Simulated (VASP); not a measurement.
# Sn (Im-3m) in VASP: notebook, part 2 of 2

VASP 6.6.1. Earlier steps stand in the parts before.

## 5. Single point, PBEsol

File INCAR:

```
SYSTEM = Sn
PREC = Accurate
ENCUT = 300
EDIFF = 1E-6
ISMEAR = -1
SIGMA = 0.1
LREAL = .False.
LASPH = .True.
NELM = 100
ALGO = Normal
ISIF = 2
LWAVE = .False.
LCHARG = .False.
GGA = PS
NBANDS = 13
ADDGRID = .False.
```

File KPOINTS:

```
Automatic mesh
0
Gamma
  7 7 7
  0 0 0
```

File POSCAR:

```
Sn
1.0
   -1.8946518192      1.8946518192      1.8946518192
    1.8946518192     -1.8946518192      1.8946518192
    1.8946518192      1.8946518192     -1.8946518192
Sn
1
Direct
    0.0000000000      0.0000000000      0.0000000000
```

Potentials or basis: VASP PAW PBE potentials, release 64 (Sn_d).

The run is started by

```sh
$ cat potpaw_PBE.64/Sn_d/POTCAR > POTCAR
$ mpirun -np 1 vasp_std > vasp.out
```

OUTCAR:

```text
SYSTEM = Sn
   PREC = Accurate
   ENCUT = 300
   EDIFF = 1E-6
   ISMEAR = -1
   LREAL = .False.
   LASPH = .True.
   NELM = 100
   ISIF = 2
   GGA = PS

 Found     20 irreducible k-points:

 Following reciprocal coordinates:
            Coordinates               Weight
  0.000000  0.000000  0.000000      1.000000
  0.142857  0.000000  0.000000     12.000000
  0.285714  0.000000  0.000000     12.000000
  0.428571  0.000000  0.000000     12.000000
  0.142857  0.142857  0.000000     24.000000
  0.285714  0.142857  0.000000     48.000000
   k-points           NKPTS =     20   k-points in BZ     NKDIM =     20   number of bands    NBANDS=     13
   number of dos      NEDOS =    301   number of ions     NIONS =      1
   total plane-waves  NPLWV =   8000
   dimension x,y,z NGX =    20 NGY =   20 NGZ =   20
   dimension x,y,z NGXF=    40 NGYF=   40 NGZF=   40
   ions per type =               1
   NGX,Y,Z   is equivalent  to a cutoff of  10.13, 10.13, 10.13 a.u.
   NGXF,Y,Z  is equivalent  to a cutoff of  20.26, 20.26, 20.26 a.u.
 SYSTEM =  Sn
   PREC   = accura    normal or accurate (medium, high low for compatibility)
   ISTART =      0    job   : 0-new  1-cont  2-samecut
   ICHARG =      2    charge: 1-file 2-atom 10-const
   ISPIN  =      1    spin polarized calculation?
   LNONCOLLINEAR =      F non collinear calculations
   LSORBIT =      F    spin-orbit coupling
   LASPH  =      T    aspherical Exc in radial PAW
   ENCUT  =  300.0 eV  22.05 Ry    4.70 a.u.   4.63  4.63  4.63*2*pi/ulx,y,z
[... 61 lines left out ...]
      4     -13.3520      2.00000
      5     -13.3520      2.00000
      6      -3.1737      2.00000
      7      15.8590      0.00000
      8      15.8590      0.00000
      9      15.8590      0.00000
     10      20.0418      0.00000
     11      20.0418      0.00000
     12      20.0418      0.00000
     13      20.6697      0.00000
[... 66 lines left out ...]
  band No.  band energies     occupation
      1     -13.5150      2.00000
      2     -13.4593      2.00000
      3     -13.3722      2.00000
      4     -13.3621      2.00000
      5     -13.3139      2.00000
      6      -0.0891      2.00000
      7       6.5031      2.00000
      8       9.8991      0.00000
      9      12.7884      0.00000
     10      17.1574      0.00000
     11      19.2061      0.00000
     12      20.3913      0.00000
     13      24.3168      0.00000

 [... further k-points ...]
[... 5 lines left out ...]
  --------------------------------------------------------------------------------------
  -------------------------------------------------------------------------------------
  Total       -0.3771550     -0.3771550     -0.3771550     -0.0000000      0.0000000     -0.0000000
  in kB      -22.2117208    -22.2117208    -22.2117208     -0.0000000      0.0000000     -0.0000000
  external PRESSURE =     -22.2117208 kB  Pullay stress =       0.0000000 kB

 VOLUME and BASIS-vectors are now :
 -----------------------------------------------------------------------------
  energy-cutoff  :      300.00
  volume of cell :       27.20
      direct lattice vectors                 reciprocal lattice vectors
    -1.894651819  1.894651819  1.894651819     0.000000000  0.263900731  0.263900731
     1.894651819 -1.894651819  1.894651819     0.263900731  0.000000000  0.263900731
     1.894651819  1.894651819 -1.894651819     0.263900731  0.263900731  0.000000000

 POSITION                                       TOTAL-FORCE (eV/Angst)
 -----------------------------------------------------------------------------------
      0.00000      0.00000      0.00000         0.000000     -0.000000     -0.000000
 -----------------------------------------------------------------------------------
    total drift:                                0.000000     -0.000000      0.000000

  FREE ENERGIE OF THE ION-ELECTRON SYSTEM (eV)
  ---------------------------------------------------
  free  energy   TOTEN  =        -4.2603748791 eV

  energy  without entropy=       -4.2415366130  energy(sigma->0) =       -4.25095575
```

Run time: 4.3 s. Hardware: 1 thread of Intel Xeon Platinum 8375C at 2.90GHz (Ice Lake), shared host; peak memory 0.12 GiB.

These settings aren't checked as converged: the numbers below hold their error.

What came out:

```
Free energy            : -4.2604 eV
Pressure               : -2.2 GPa
Band gap on the k mesh : none (metal or under the smearing width)
```

Caveat: the PAW data sets were made with another functional, which shifts forces and pressure a little.

## 6. Single point, PBEsol

Edit INCAR of step 5 so:

```diff
@@ -2,3 +2,3 @@
 PREC = Accurate
-ENCUT = 300
+ENCUT = 600
 EDIFF = 1E-6
```

File KPOINTS:

```
Automatic mesh
0
Gamma
  5 5 5
  0 0 0
```

POSCAR is that of step 5.

Potentials or basis: VASP PAW PBE potentials, release 64 (Sn_d).

The run is started by

```sh
$ cat potpaw_PBE.64/Sn_d/POTCAR > POTCAR
$ mpirun -np 1 vasp_std > vasp.out
```

OUTCAR:

```text
SYSTEM = Sn
   PREC = Accurate
   ENCUT = 600
   EDIFF = 1E-6
   ISMEAR = -1
   LREAL = .False.
   LASPH = .True.
   NELM = 100
   ISIF = 2
   GGA = PS

 Found     10 irreducible k-points:

 Following reciprocal coordinates:
            Coordinates               Weight
  0.000000  0.000000  0.000000      1.000000
  0.200000  0.000000  0.000000     12.000000
  0.400000  0.000000  0.000000     12.000000
  0.200000  0.200000  0.000000     24.000000
  0.400000  0.200000 -0.000000     24.000000
  0.200000  0.200000  0.200000      8.000000
   k-points           NKPTS =     10   k-points in BZ     NKDIM =     10   number of bands    NBANDS=     13
   number of dos      NEDOS =    301   number of ions     NIONS =      1
   total plane-waves  NPLWV =  21952
   dimension x,y,z NGX =    28 NGY =   28 NGZ =   28
   dimension x,y,z NGXF=    56 NGYF=   56 NGZF=   56
   ions per type =               1
   NGX,Y,Z   is equivalent  to a cutoff of  14.18, 14.18, 14.18 a.u.
   NGXF,Y,Z  is equivalent  to a cutoff of  28.37, 28.37, 28.37 a.u.
 SYSTEM =  Sn
   PREC   = accura    normal or accurate (medium, high low for compatibility)
   ISTART =      0    job   : 0-new  1-cont  2-samecut
   ICHARG =      2    charge: 1-file 2-atom 10-const
   ISPIN  =      1    spin polarized calculation?
   LNONCOLLINEAR =      F non collinear calculations
   LSORBIT =      F    spin-orbit coupling
   LASPH  =      T    aspherical Exc in radial PAW
   ENCUT  =  600.0 eV  44.10 Ry    6.64 a.u.   6.55  6.55  6.55*2*pi/ulx,y,z
   NELM   =    100;   NELMIN=  2; NELMDL= -5     # of ELM steps
   EDIFF  = 0.1E-05   stopping-criterion for ELM
   LREAL  =      F    real-space projection
   EDIFFG = 0.1E-04   stopping-criterion for IOM
   NSW    =      0    number of steps for IOM
   IBRION =     -1    ionic relax: 0-MD 1-quasi-New 2-CG
   NFREE  =      0    steps in history (QN), initial steepest desc. (CG)
   ISIF   =      2    stress and relaxation
   ISYM   =      2    0-nonsym 1-usesym 2-fastsym
   POTIM  = 0.5000    time-step for ionic-motion
   TEBEG  =    0.0;   TEEND  =   0.0 temperature during run
   PSTRESS=    0.0 pullay stress
   NELECT =      14.0000    total number of electrons
   NUPDOWN=      -1.0000    fix difference up-down
   EMIN   =  10.00;   EMAX   =-10.00  energy-range for DOS
   EFERMI =   0.00;   METHOD = LEGACY
   ISMEAR =    -1;   SIGMA  =   0.10  broadening in eV -4-tet -1-fermi 0-gaus
   EFERMI_NEDOS =   21; number of points for ismear=-14 and -15
   IALGO  =     38    algorithm
   IMIX   =      4    mixing-type and parameters
     AMIX     =   0.40;   BMIX     =  1.00
     AMIX_MAG =   1.60;   BMIX_MAG =  1.00
  volume/ion in A,a.u.               =      27.20       183.59
  Fermi-wavevector in a.u.,A,eV,Ry     =   1.311902  2.479136 23.416813  1.721087
  Thomas-Fermi vector in A             =   2.442332
   LORBIT       =      0    0 simple, 1 ext, 2 COOP (PROOUT), +10 PAW based schemes
   GGA     = PS    functional components
   LHFCALC =     F    Hartree Fock is set to
   AEXX    =    0.0000 exact exchange contribution
   IVDW    =     0    specifies the selected vdW correction
   LEPSILON=     F    determine dielectric tensor
   LRPA    =     F    only Hartree local field effects (RPA)
 non-spin polarized calculation
  energy-cutoff  :      600.00
  volume of cell :       27.20
 maximum number of plane-waves:       935
 NGX is ok and might be reduce to    28
   NGX = 13   NGY = 13   NGZ = 13

 number of electron      13.9999996 magnetization

 Free energy of the ion-electron system (eV)
  ---------------------------------------------------
  ext. energy  EPLUGINS =         0.00000000
  ---------------------------------------------------
  free energy    TOTEN  =        -4.03872812 eV

  energy without entropy =       -3.95685584  energy(sigma->0) =       -3.99779198

 E-fermi :   7.9206     XC(G=0): -10.4945

 val. band max:        7.8095533670   @ k =   0.2000   0.2000   0.0000
 cond. band min:       7.9218070024   @ k =   0.2000   0.2000   0.2000
 fundamental gap:      0.1122536354
 Fermi energy:         7.9206464492

 k-point     1 :       0.0000    0.0000    0.0000
  band No.  band energies     occupation
      1     -13.4823      2.00000
      2     -13.4823      2.00000
      3     -13.4823      2.00000
      4     -13.3422      2.00000
      5     -13.3422      2.00000
      6      -3.1651      2.00000
      7      15.8727      0.00000
      8      15.8727      0.00000
      9      15.8727      0.00000
     10      20.0395      0.00000
     11      20.0395      0.00000
     12      20.0395      0.00000
     13      20.6731      0.00000
[... 65 lines left out ...]
 k-point     6 :       0.2000    0.2000    0.2000
  band No.  band energies     occupation
      1     -13.4546      2.00000
      2     -13.4546      2.00000
      3     -13.3484      2.00000
      4     -13.3484      2.00000
      5     -13.3390      2.00000
      6       1.7610      2.00000
      7       5.8394      2.00000
      8       7.9218      0.99420
      9       7.9218      0.99420
     10      23.6247      0.00000
     11      23.6247      0.00000
     12      24.6736      0.00000
     13      24.9090      0.00000

 [... further k-points ...]
[... 5 lines left out ...]
  --------------------------------------------------------------------------------------
  -------------------------------------------------------------------------------------
  Total        0.1006299      0.1006299      0.1006299      0.0000000      0.0000000     -0.0000000
  in kB        5.9263799      5.9263799      5.9263799      0.0000000      0.0000000     -0.0000000
  external PRESSURE =       5.9263799 kB  Pullay stress =       0.0000000 kB

 VOLUME and BASIS-vectors are now :
 -----------------------------------------------------------------------------
  energy-cutoff  :      600.00
  volume of cell :       27.20
      direct lattice vectors                 reciprocal lattice vectors
    -1.894651819  1.894651819  1.894651819     0.000000000  0.263900731  0.263900731
     1.894651819 -1.894651819  1.894651819     0.263900731  0.000000000  0.263900731
     1.894651819  1.894651819 -1.894651819     0.263900731  0.263900731  0.000000000

 POSITION                                       TOTAL-FORCE (eV/Angst)
 -----------------------------------------------------------------------------------
      0.00000      0.00000      0.00000        -0.000000      0.000000      0.000000
 -----------------------------------------------------------------------------------
    total drift:                               -0.000000     -0.000000     -0.000000

  FREE ENERGIE OF THE ION-ELECTRON SYSTEM (eV)
  ---------------------------------------------------
  free  energy   TOTEN  =        -4.0387281214 eV

  energy  without entropy=       -3.9568558388  energy(sigma->0) =       -3.99779198
```

OSZICAR:

```text
N       E                     dE             d eps       ncg     rms          rms(c)
DAV:   1     0.878087319382E+02    0.87809E+02   -0.75972E+03   260   0.170E+03
DAV:   2     0.191007952345E+01   -0.85899E+02   -0.83343E+02   270   0.369E+02
DAV:   3    -0.392501153521E+01   -0.58351E+01   -0.57987E+01   331   0.729E+01
DAV:   4    -0.405275413894E+01   -0.12774E+00   -0.12770E+00   320   0.116E+01
DAV:   5    -0.405664588108E+01   -0.38917E-02   -0.38917E-02   352   0.202E+00    0.130E+00
DAV:   6    -0.404288216300E+01    0.13764E-01   -0.14659E-02   330   0.215E+00    0.696E-01
DAV:   7    -0.403897304269E+01    0.39091E-02   -0.74913E-03   330   0.144E+00    0.114E-01
DAV:   8    -0.403872721322E+01    0.24583E-03   -0.58578E-04   315   0.413E-01    0.168E-02
DAV:   9    -0.403872772364E+01   -0.51042E-06   -0.11942E-05   362   0.447E-02    0.829E-03
DAV:  10    -0.403872812139E+01   -0.39775E-06   -0.96134E-07   213   0.157E-02
   1 F= -.40387281E+01 E0= -.39977920E+01  d E =-.818723E-01
```

It took 4.9 s on 1 thread of Intel Xeon Platinum 8375C at 2.90GHz (Ice Lake), shared host; peak memory 0.14 GiB.

These settings aren't checked as converged: the numbers below hold their error.

Results:

* Free energy: -4.0387 eV
* Pressure: 0.6 GPa
* Band gap on the k mesh: none (metal or under the smearing width)

Caveat: the k mesh is coarse (spacing up to 0.47 Å⁻¹), so the values aren't converged; the PAW data sets were made with another functional, which shifts forces and pressure a little.
